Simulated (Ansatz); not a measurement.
# TaN (P-62m) in Ansatz: a series of runs, part 2 of 3

Ansatz 0.2.0. The steps go on from the part before.

## 3. Relaxation of cell and atoms, PBE, target pressure 2 GPa, at which the enthalpy is minimised

Contents of input.yaml:

```yaml
crystal:
  lattice:
    - [5.196, 0.0, 0.0]
    - [-2.598, 4.4998679981, 0.0]
    - [0.0, 0.0, 2.911]
  atoms:
    - { symbol: Ta, position: [0.0, 0.0, 0.0] }
    - { symbol: Ta, position: [0.6666666667, 0.3333333333, 0.5] }
    - { symbol: Ta, position: [0.3333333333, 0.6666666667, 0.5] }
    - { symbol: "N", position: [0.0, 0.39285, 0.0] }
    - { symbol: "N", position: [0.60715, 0.60715, 0.0] }
    - { symbol: "N", position: [0.39285, 0.0, 0.0] }
hamiltonian:
  xc: pbe
  pseudopotentials: { kind: paw }
kpoints:
  mp_grid: { grid: [6, 6, 9] }
scf:
  occupations: { method: fermi_dirac, width: 0.05 }
output:
  forces: true
  stress: true
  eigenvalues: true
relax:
  f_tol: 0.01
  max_steps: 40
  cell: { stress_tol: 0.05, p_target: 2.0 }
```

Potentials or basis: Ansatz PAW.

The run is started by

```sh
$ ansatz run input.yaml --threads 2 --pin off --max-ram 5632MiB --backend cpu --events-out ev --progress --plain --runs-dir out
```

What it wrote:

```text
Warning: RAYON_NUM_THREADS=2 ignored (pool sized by the plan → 2); use --threads N
Engine: ansatz 0.2.0, aarch64-unknown-linux-gnu
Pseudopotentials: kind: paw
Pseudopotential: Ta, paw, valence charge 13, recommended cutoff 420 eV (normal), Ta.paw.azcp
Pseudopotential: N, paw, valence charge 5, recommended cutoff 420 eV (normal), N.paw.azcp
Functional definition: PBE
  parameter kappa = 0.804
  parameter beta = 0.06672455060314922
  exchange = pbe_x(kappa = kappa, mu = beta*pi^2/3)
  correlation = pbe_c(beta = beta)
Crystal: 6 atoms, lattice volume = 68.063 Å³
Basis set: ecut = 420 eV, 1287 PW (Γ), exchange–correlation on 72×72×40 points (8 copies of the dense FFT grid, shifted against one another)
Bands: 33, of which v1, the nominal top of the filled ones, is band 27 counted from 1 (26 counted from 0)
Symmetry: 12 space group operations
Space group: P-62m (ITA 189), of the structure as read, at distance tolerance 4.1e-5 Å
k-points: 35 of 324 (time reversal used)
Non-local potential: Ta, projectors of the file, l = 0: 3, l = 1: 2, l = 2: 2, l = 3: 1
Non-local potential: N, projectors of the file, l = 0: 2, l = 1: 2, l = 2: 1
PAW form: soft (Blöchl's): semilocal exchange-correlation on the pseudo side does not see the compensation charge
PAW one-centre angular grid: Ta, 590 points (default); XC on 64 Gauss nodes
PAW one-centre angular grid: N, 110 points (default); XC on 64 Gauss nodes
Initial density: superposition of atomic densities (neutral atoms: chi_scale 0, normalization atom), corrected by the library's trained network
Initial wavefunctions: pseudopotential atomic-orbital guess
Functional: x = pbe(κ = 0.804, μ = 0.2195149727645171), c = pbe(β = 0.06672455060314922)
SCF iter   1: F=—  HF=-30955.749617 eV  |F-HF|=—  |Δ(HF+E_count)|=         —  Δρ=8.73e-3  dr2=4.32e-2  ethr=1.77e-3  ⟨swp⟩=6.0  Hψ=4785  notcnv=0
preconditioner: auto → Kerker (q_TF=auto, 2.625 Å⁻¹)  [metal: Δε(μ)=0.045 eV  Ē_g=9.578 eV  σ=0.050 eV  W_gap=0.22  n_scr=26 (ndim 8)  ℏωp=24.7 eV  f_vac=0.000  D(μ)=0.84/eV (n_scr^D=6)]
SCF iter   2: F=—  HF=-30955.746672 eV  |F-HF|=—  |Δ(HF+E_count)|=   2.95e-3  Δρ=4.76e-3  dr2=1.12e-2  ethr=8.00e-5  ⟨swp⟩=1.8  Hψ=1554  notcnv=0  defer=4
SCF iter   3: F=—  HF=-30955.746862 eV  |F-HF|=—  |Δ(HF+E_count)|=   1.90e-4  Δρ=1.68e-3  dr2=1.67e-3  ethr=2.07e-5  ⟨swp⟩=2.5  Hψ=1629  notcnv=0  defer=4
SCF iter   4: F=—  HF=-30955.746697 eV  |F-HF|=—  |Δ(HF+E_count)|=   1.65e-4  Δρ=3.72e-4  dr2=7.30e-5  ethr=3.10e-6  ⟨swp⟩=2.0  Hψ=1597  notcnv=0  defer=4
SCF iter   5: F=—  HF=-30955.746708 eV  |F-HF|=—  |Δ(HF+E_count)|=   1.14e-5  Δρ=9.16e-5  dr2=4.22e-6  ethr=1.35e-7  ⟨swp⟩=2.0  Hψ=1604  notcnv=0  defer=4
SCF iter   6: F=—  HF=-30955.746708 eV  |F-HF|=—  |Δ(HF+E_count)|=   5.57e-8  Δρ=1.79e-5  dr2=1.89e-7  ethr=7.81e-9  ⟨swp⟩=2.7  Hψ=1882  notcnv=0  defer=4
SCF iter   7: F=-30955.746708 eV  HF=-30955.746708 eV  |F-HF|=9.17e-10  |Δ(HF+E_count)|=   1.15e-8  Δρ=2.59e-6  dr2=4.36e-9  ethr=1.85e-10  ⟨swp⟩=6.8  Hψ=4462  notcnv=0
SCF 1 converged in 7 iterations: F = -30955.746708 eV  dr2 = 4.36e-9
relax step   1: F+E_penalty+E_count = -30955.74670831 eV  Δ(F+E_penalty+E_count) = +0.000e0 eV  max|allowed force component| = 4.108e-2 eV/Å  Δτ_max = 0.0000 Å  P = +4.936 GPa  Ω = 68.063 Å³  (7 SCF iters, dr2 threshold 1.00e-7 eV, accepted)
Crystal: 6 atoms, lattice volume = 68.952 Å³
Basis set: ecut = 420 eV, 1299 PW (Γ), exchange–correlation on 72×72×40 points (8 copies of the dense FFT grid, shifted against one another)
Initial density: handed on by an earlier stage of this run
Initial wavefunctions: those handed on with the density
[... 48 lines left out ...]
SCF iter   1: F=—  HF=-30955.760394 eV  |F-HF|=—  |Δ(HF+E_count)|=         —  Δρ=4.91e-6  dr2=6.86e-9  ethr=3.17e-8  ⟨swp⟩=3.9  Hψ=8190  notcnv=0
SCF iter   2: F=—  HF=-30955.760402 eV  |F-HF|=—  |Δ(HF+E_count)|=   8.71e-6  Δρ=2.63e-6  dr2=2.71e-9  ethr=1.27e-11  ⟨swp⟩=2.9  Hψ=2290  notcnv=0
SCF iter   3: F=—  HF=-30955.760402 eV  |F-HF|=—  |Δ(HF+E_count)|=  7.82e-10  Δρ=7.86e-7  dr2=2.96e-10  ethr=5.01e-12  ⟨swp⟩=2.6  Hψ=1596  notcnv=0
SCF iter   4: F=-30955.760402 eV  HF=-30955.760402 eV  |F-HF|=1.82e-11  |Δ(HF+E_count)|=  2.55e-11  Δρ=2.72e-7  dr2=2.32e-11  ethr=1.00e-12  ⟨swp⟩=4.1  Hψ=4361  notcnv=0
SCF 7 converged in 4 iterations: F = -30955.760402 eV  dr2 = 2.32e-11
relax step   7: F+E_penalty+E_count = -30955.76040240 eV  Δ(F+E_penalty+E_count) = -9.850e-5 eV  max|allowed force component| = 8.642e-3 eV/Å  Δτ_max = 0.0000 Å  P = +1.992 GPa  Ω = 68.684 Å³  stress off target by 2.05e-2 GPa  SCF on the basis re-selected at this cell (its energy is not comparable with the rows above)  (4 SCF iters)
basis re-selected at this cell: Δ(F+E_penalty+E_count) = -9.850e-5 eV, ΔP = +0.001 GPa vs the last step (what re-selecting the basis moved, of the pressure what is left beyond the Pulay correction that the steps carried, after the strain that the cell walked since its last selection, with what the two solves' SCF thresholds leave and, on support functions, any second-order correction that the steps lacked; it is no measure of the basis error at this ecutwfc). This SCF's stress stands 2.05e-2 GPa from its target on what of the cell is left free (relax.cell.stress_tol is 5.00e-2 GPa) and its largest allowed force component is 8.64e-3 eV/Å (relax.f_tol is 1.00e-2 eV/Å): within both
SCF converged after 4 iterations
Free energy (F): -30955.760402 eV
Harris-Foulkes:  -30955.760402 eV  (|F-HF|=1.82e-11)
Internal energy: -30955.753675 eV  (E = F + TS)
E sigma→0 (E₀):  -30955.757039 eV
Entropy (-TS):   -0.006728 eV (-1.121 meV/atom)
Fermi energy:    19.504950 eV
--- Per-component energies (eV) ---
  E_band       = -227.797189
  E_kinetic    = 1496.879041
  E_local      = -2049.193113  (includes V_loc(G=0)·N_el)
  E_nonlocal   = 179.857701
  E_hartree    = 694.170365
  E_xc         = -838.716813
  E_vxc        = -845.575047  (∫ρ·V_xc dr)
  E_paw        = -25572.831983  (= ΣΔE_a)
  E_vpaw       = -398.107341  (= ΣTr[D̂ρ^β])
  E_aug_tail   = 0.000853  (compensation charges beyond the density's cutoff)
  E_ewald      = -4865.919726
  E_smearing   = -0.006728  (= −TS)
  E_closure    = -0.000000  (closes the sum)
  Σ components = -30955.760402   (vs F -30955.760402, Δ=0.00e0)
--- Forces (eV/Å), atoms counted from 1 ---
  atom   1  Ta    -0.00000000    -0.00000000     0.00000000
  atom   2  Ta     0.00000000     0.00000000     0.00000000
  atom   3  Ta     0.00000000    -0.00000000     0.00000000
  atom   4  N      0.00432089    -0.00748401     0.00000000
  atom   5  N      0.00432089     0.00748401     0.00000000
  atom   6  N     -0.00864179     0.00000000     0.00000000
  max |Σ_I F_I| component: 3.09e-16 eV/Å
--- Stress (GPa, compression-positive) ---
        1.979533       0.000000       0.000000
        0.000000       1.979533       0.000000
        0.000000       0.000000       2.018367
  P = ⅓ Tr σ = 1.9925 GPa (19.925 kbar)
--- Band table (eV; the first three rows and the last of 35) ---
  k-point 0: bands = ["-49.8557", "-49.8131", "-49.2102", "-16.6565", "-16.6565", "-16.3131", "-16.3131", "-16.1426", "-16.0392", "-15.8764", "-15.8764", "-15.2520", "1.2574", "3.9055", "3.9055", "10.2230", "13.0043", "13.0043", "13.1004", "13.8405", "13.8405", "14.5386", "14.5386", "15.3050", "16.2096", "17.6205", "18.6192", "18.6192", "20.1544", "20.1544", "21.3105", "21.4302", "21.4302"]
  k-point 1: bands = ["-49.8506", "-49.8081", "-49.2058", "-16.6398", "-16.6398", "-16.2957", "-16.2957", "-16.2462", "-16.1318", "-15.8748", "-15.8748", "-15.3320", "1.4845", "3.8443", "3.8443", "10.6260", "12.7939", "12.7939", "13.2879", "13.7363", "13.7363", "14.4788", "14.4788", "14.6458", "16.6668", "18.1558", "18.1558", "18.1937", "20.7358", "20.7358", "21.4875", "21.4875", "21.5105"]
  k-point 2: bands = ["-49.8376", "-49.7956", "-49.1945", "-16.5973", "-16.5973", "-16.5006", "-16.3601", "-16.2499", "-16.2499", "-15.8723", "-15.8723", "-15.5302", "2.0857", "3.6825", "3.6825", "11.7001", "12.2952", "12.2952", "12.8709", "13.5152", "13.5152", "14.2801", "14.3168", "14.3168", "17.6915", "17.6915", "17.9363", "19.4920", "20.9795", "20.9795", "21.6142", "21.6142", "22.0871"]
  k-point 34: bands = ["-49.7925", "-49.7925", "-49.1732", "-16.8749", "-16.8749", "-16.5762", "-16.3364", "-16.3364", "-16.1063", "-15.8661", "-15.8642", "-15.8642", "3.0357", "3.6460", "3.6460", "11.4391", "11.4391", "12.3300", "12.3510", "12.3510", "13.0600", "13.0662", "15.4135", "15.4135", "17.1248", "17.1248", "17.8119", "21.7691", "21.7691", "22.0055", "22.3216", "22.3216", "23.1580"]
--- Relaxed structure (5 steps of the walk, 5 accepted, 2 SCFs on fresh bases) ---
  F+E_penalty+E_count = -30955.76040240 eV   max|allowed force component| = 8.642e-3 eV/Å   (the final SCF, on the basis selected at the relaxed cell)
  cell:  # Å, volume = 68.6835 Å³
    - [5.21554956437988, 0.0, 0.0]
    - [-2.60777478218994, 4.516798417449839, 0.0]
    - [0.0, 0.0, 2.9155590006934]
  atoms:
    - { symbol: Ta, position: [-3.746681749994773e-21, -4.0156813968307355e-21, 0.0] }
    - { symbol: Ta, position: [0.6666666666666665, 0.3333333333333333, 0.4999999999999999] }
    - { symbol: Ta, position: [0.3333333333333333, 0.6666666666666666, 0.4999999999999999] }
    - { symbol: N, position: [-5.551115123125783e-17, 0.39284669783928217, 0.0] }
    - { symbol: N, position: [0.6071533021607177, 0.6071533021607177, 0.0] }
    - { symbol: N, position: [0.3928466978392823, -4.0156813968307355e-21, 0.0] }
```

Run time: 27 s. Hardware: 2 threads of Arm Neoverse V1, shared host; peak memory 0.3 GiB.

What came out:

| Item | Value |
| --- | --- |
| Free energy | -30955.7604 eV |
| Relaxed volume | 11.45 Å³/atom |
| Relaxed cell | a = 5.216 Å, b = 5.216 Å, c = 2.916 Å, α = 90.00°, β = 90.00°, γ = 120.00° |
| Space group after relaxing (to 0.05 Å) | P-62m (No. 189) |
| Energy change on relaxing (the enthalpy is what falls) | -2.3 meV/atom |
| Ionic steps | 7 |
| Pressure after relaxing | 2.0 GPa |
| Largest force after relaxing | 0.009 eV/Å |
| Band gap on the k mesh | none (metal or under the smearing width) |

Forces on the atoms (eV/Å):
```
Ta   0.000  0.000  0.000
Ta   0.000  0.000  0.000
Ta   0.000  0.000  0.000
N    0.004 -0.007  0.000
N    0.004  0.007  0.000
N   -0.009  0.000  0.000
```

Step by step:
| step | energy change (eV) | largest force (eV/Å) | volume (Å³) |
| --- | --- | --- | --- |
| 1 | 0.0000 | 0.0411 | 68.06 |
| 2 | -0.0129 | 0.0172 | 68.95 |
| 3 | -0.0119 | 0.0008 | 68.70 |
| 4 | -0.0116 | 0.0047 | 68.67 |
| 5 | -0.0135 | 0.0046 | 68.67 |
| 6 | -0.0136 | 0.0086 | 68.68 |
| 7 | -0.0137 | 0.0086 | 68.68 |

Final structure:
```
Ta N
1.0
     5.21555    0.00000    0.00000
    -2.60777    4.51680    0.00000
     0.00000    0.00000    2.91556
Ta N
3 3
Cartesian
  0.0000 0.0000 0.0000
  2.6078 1.5056 1.4578
  0.0000 3.0112 1.4578
  -1.0245 1.7744 0.0000
  1.5833 2.7424 0.0000
  2.0489 0.0000 0.0000
```

Levels at points of the mesh, in eV from the Fermi level:
| k point | band 24 | band 25 | band 26 | band 27 | band 28 | band 29 | band 30 | band 31 |
| --- | --- | --- | --- | --- | --- | --- | --- | --- |
| (0.00, 0.00, 0.00) | -4.20 | -3.30 | -1.88 | -0.89 | -0.89 | 0.65 | 0.65 | 1.81 |
| (0.00, -0.50, 0.00) | -3.87 | -3.81 | -2.80 | -2.58 | 1.22 | 1.84 | 1.93 | 2.44 |

Caveat: the plane-wave basis is chosen anew once the cell has moved, so the energies of steps on either side of that aren't comparable; the pressure holds a Pulay correction of +0.4 GPa for the finite cutoff. The run has no spin-orbit coupling, so splittings on Ta are missing.

(Part 2 of 3 ends here.)
